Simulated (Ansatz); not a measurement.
Crystal: Bi2Te3 (Tellurobismuthite).

```
Bi Te
1.0
     2.19300    1.26613   10.16567
    -2.19300    1.26613   10.16567
     0.00000   -2.53226   10.16567
Bi Te
2 3
Direct
  0.60000 0.60000 0.60000
  0.40000 0.40000 0.40000
  0.79050 0.79050 0.79050
  0.20950 0.20950 0.20950
  0.00000 0.00000 0.00000
```

Base run:

```yaml
Program: Ansatz 0.2.0
Functional: CAM-B3LYP
Potentials_or_basis: Ansatz PAW
Cutoff: 420 eV
Density_cutoff: 1680 eV
k_mesh: 4 × 4 × 4
Occupations: fermi-dirac, width 0.05 eV
Spin: no spin polarisation
```

Its results: band gap on the k mesh 2.67 eV, direct; largest force 0.808 eV/Å.

**Question.** After a change of settings the same cell gave: band gap on the k mesh 1.20 eV, direct; largest force 0.451 eV/Å. Which change was it?
A. functional from CAM-B3LYP to BLYP; k mesh from 4 × 4 × 4 to 7 × 7 × 7
B. functional from CAM-B3LYP to PBE; k mesh from 4 × 4 × 4 to 3 × 3 × 3
C. functional from CAM-B3LYP to revPBE0
D. functional from CAM-B3LYP to revPBE; k mesh from 4 × 4 × 4 to 7 × 7 × 7

**Answer.** C.

Caveats: the potentials were made for another functional, which shifts forces and pressure; spin-orbit coupling is left out, which as a rule narrows the gap of such compounds by several tenths of an eV; the PAW data sets come from PBE, with cores solved anew for the run's functional, which leaves a small shift of forces and pressure.

Not every run made on this cell is shown here.
